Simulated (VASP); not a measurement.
Method: PBEsol GGA, VASP's PBE PAW potentials (set 64) (plane waves; VASP).

A VASP calculation is set up with these files.

INCAR:
```
# general
SYSTEM   =  InCuS2
PREC     =  Accurate
ENCUT    =  300
LREAL    =  .False.
LASPH    =  .True.

# electronic loop
EDIFF    =  1E-6
NELM     =  100
ALGO     =  Normal
LMAXMIX  =  4

# smearing
ISMEAR   =  1
SIGMA    =  0.136

# functional
GGA      =  PS

# ions
ISIF     =  2

# output
LWAVE    =  .False.
LCHARG   =  .False.
```

**POSCAR**
```
InCuS2
11.2318680
 -0.2480817973   0.2480817973   0.5000000000
  0.2480817973  -0.2480817973   0.5000000000
  0.2480817973   0.2480817973  -0.5000000000
In Cu S
2 2 4
Cart
  0.0000000000   0.0000000000   0.5000000000
  0.2480817973   0.0000000000   0.2500000000
  0.0000000000   0.2480817973   0.2500000000
  0.0000000000   0.0000000000   0.0000000000
  0.1383304102   0.1240408986   0.6250000000
  0.3721226959   0.1097513871  -0.1250000000
  0.1097513871   0.1240408986   0.1250000000
 -0.1240408986   0.1383304102   0.3750000000
```

File KPOINTS:
```
Automatic mesh
0
Gamma
6 6 6
0 0 0
```

POTCAR, in this order: In_d Cu S (PBE.64 set). Program: vasp_std.

Output

### OSZICAR
```
       N       E                     dE             d eps       ncg     rms          rms(c)
DAV:   1     0.612444646260E+03    0.61244E+03   -0.23221E+04  2580   0.135E+03
DAV:   2     0.533020188494E+02   -0.55914E+03   -0.54645E+03  2619   0.389E+02
DAV:   3    -0.332510457789E+02   -0.86553E+02   -0.85114E+02  3520   0.177E+02
DAV:   4    -0.385015241702E+02   -0.52505E+01   -0.51958E+01  3800   0.463E+01
DAV:   5    -0.386602450780E+02   -0.15872E+00   -0.15841E+00  4000   0.836E+00    0.176E+01
DAV:   6    -0.387193988326E+02   -0.59154E-01   -0.51525E+01  3551   0.101E+02    0.121E+01
DAV:   7    -0.358813264162E+02    0.28381E+01   -0.12363E+01  3375   0.816E+01    0.664E+00
DAV:   8    -0.362342880965E+02   -0.35296E+00   -0.60621E+00  3960   0.256E+01    0.437E+00
DAV:   9    -0.360597493948E+02    0.17454E+00   -0.17394E+00  3570   0.200E+01    0.116E+00
DAV:  10    -0.360679214517E+02   -0.81721E-02   -0.21218E-01  3597   0.860E+00    0.903E-01
DAV:  11    -0.360594226223E+02    0.84988E-02   -0.60046E-02  3725   0.417E+00    0.239E-01
DAV:  12    -0.360602366678E+02   -0.81405E-03   -0.79043E-03  3960   0.483E-01    0.843E-02
DAV:  13    -0.360602768354E+02   -0.40168E-04   -0.45231E-04  3653   0.240E-01    0.694E-02
DAV:  14    -0.360602655340E+02    0.11301E-04   -0.59027E-04  3925   0.437E-01    0.444E-02
DAV:  15    -0.360602443704E+02    0.21164E-04   -0.12917E-04  3576   0.210E-01    0.181E-02
DAV:  16    -0.360602452000E+02   -0.82962E-06   -0.11219E-05  3440   0.275E-02    0.134E-02
DAV:  17    -0.360602453850E+02   -0.18496E-06   -0.13621E-06  1879   0.240E-02
   1 F= -.36060245E+02 E0= -.36061046E+02  d E =0.240293E-02
```

### OUTCAR
```
------------------------ aborting loop because EDIFF is reached ----------------------------------------
  FORCE on cell =-STRESS in cart. coord.  units (eV):
  Direction    XX          YY          ZZ          XY          YZ          ZX
  --------------------------------------------------------------------------------------
  Total       -4.1032894     -4.1032894     -4.1872633      0.0000000      0.0000000      0.0000000
  in kB      -37.6935433    -37.6935433    -38.4649420      0.0000000      0.0000000      0.0000000
  external PRESSURE =     -37.9506762 kB  Pullay stress =       0.0000000 kB
  volume of cell :      174.41
      direct lattice vectors                 reciprocal lattice vectors
    -2.786422000  2.786422000  5.615934000     0.000000000  0.179441592  0.089032385
     2.786422000 -2.786422000  5.615934000     0.179441592  0.000000000  0.089032385
     2.786422000  2.786422000 -5.615934000     0.179441592  0.179441592  0.000000000
 POSITION                                       TOTAL-FORCE (eV/Angst)
 -----------------------------------------------------------------------------------
      0.00000      0.00000      5.61593         0.000000     -0.000000      0.000000
      2.78642      0.00000      2.80797         0.000000     -0.000000      0.000000
      0.00000      2.78642      2.80797         0.000000     -0.000000     -0.000000
      0.00000      0.00000      0.00000        -0.000000     -0.000000     -0.000000
      1.55371      1.39321      7.01992         0.077111     -0.000000     -0.000000
      4.17963      1.23271     -1.40398        -0.000000     -0.077111      0.000000
      1.23271      1.39321      1.40398        -0.077111     -0.000000      0.000000
     -1.39321      1.55371      4.21195         0.000000      0.077111     -0.000000
 -----------------------------------------------------------------------------------
    total drift:                               -0.000013     -0.000013     -0.000019
  FREE ENERGIE OF THE ION-ELECTRON SYSTEM (eV)
  ---------------------------------------------------
  free  energy   TOTEN  =       -36.0602453850 eV

  energy  without entropy=      -36.0626483134  energy(sigma->0) =      -36.06104636
```
(Selected blocks of OUTCAR.)

At this cut-off the stress carries a Pulay error, which pulls relaxed volumes low.

The structure comes from a computed database's InCuS2 entry; how it stands against other phases isn't given here. The cell was not relaxed at this level.
